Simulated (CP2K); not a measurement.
Crystal: Ta.

```
CELL_PARAMETERS angstrom
2.86010 0.00000 0.00000
-0.95337 2.69653 0.00000
-0.95337 -1.34826 2.33526
ATOMIC_POSITIONS crystal
Ta 0.00000 0.00000 0.00000
```

Program: CP2K 2026.2. Alike in all runs: no spin polarisation; cell as given; k mesh 11 × 11 × 11.

**Question.** Order these runs on this cell by their pressure, lowest first.
A. level PBE; potentials or basis POTENTIAL_UZH Ta GTH-PBE-q13; TZVP-MOLOPT-PBE-GTH basis; smearing fermi-dirac 0.05 eV; potentials Ta GTH-PBE-q13 of POTENTIAL_UZH
B. level PBE+D4; potentials or basis POTENTIAL_UZH Ta GTH-PBE-q13; TZVP-MOLOPT-PBE-GTH basis; smearing fermi-dirac 0.05 eV; potentials Ta GTH-PBE-q13 of POTENTIAL_UZH; cutoff radius of the dispersion sum (A) 20
C. level LDA; potentials or basis GTH_POTENTIALS Ta GTH-PADE-q13; TZVP-MOLOPT-PBE-GTH basis; smearing fermi-dirac 0.1 eV; potentials Ta GTH-PADE-q13 of GTH_POTENTIALS; points a segment of the path (NPOINTS) 6; bands added on the path 2
D. level PBE+D3(BJ)+ATM; potentials or basis POTENTIAL_UZH Ta GTH-PBE-q13; TZVP-MOLOPT-PBE-GTH basis; smearing fermi-dirac 0.05 eV; potentials Ta GTH-PBE-q13 of POTENTIAL_UZH; cutoff radius of the dispersion sum (A) 20

**Answer.** C (-12.7 GPa), D (-3.8 GPa), B (-1.3 GPa), A (1.5 GPa).

Caveats: the basis of atomic orbitals isn't converged, which shifts pressures, moduli and gaps; pairwise dispersion overbinds metals, which lowers pressure and volume (some runs).

Not every run made on this cell is shown here.
